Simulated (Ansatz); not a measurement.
**Ba, simple cubic: geometry optimisation**

Method: DFT, revPBE, plane waves (420 eV) with PAW, scalar-relativistic (Ansatz 0.2.0). The PAW files were generated under PBE, with cores re-solved for the functional.

k-point mesh 8×8×8, Fermi-Dirac smearing 0.1 eV, no spin polarisation. Cell and atoms relax.

Starting structure:

```
Ba
1.0
     4.07163    0.00000    0.00000
     0.00000    4.07163    0.00000
     0.00000    0.00000    4.07163
Ba
1
Direct
  0.00000 0.00000 0.00000
```

**Question.** The pressure at the start is -0.1 GPa. By how much does the volume change?

**Answer.** From 67.50 to 66.14 Å³ per atom, -2.0 %. The final cell has a = 4.044 Å.

**Question.** How much energy does the relaxation gain?

**Answer.** 0.5 meV per atom.

Path of the relaxation (the plane waves are chosen anew near the end, which can shift the energy a little):

```
step  E − E(final) (meV/atom)  V (Å³/atom)  P (GPa)  max force (eV/Å)
   0                     0.50       67.500    -0.12             0.000
   1                     0.32       67.229    -0.09             0.000
   2                    -0.01       66.142     0.00             0.000
   3                     0.00       66.142     0.00             0.000
```
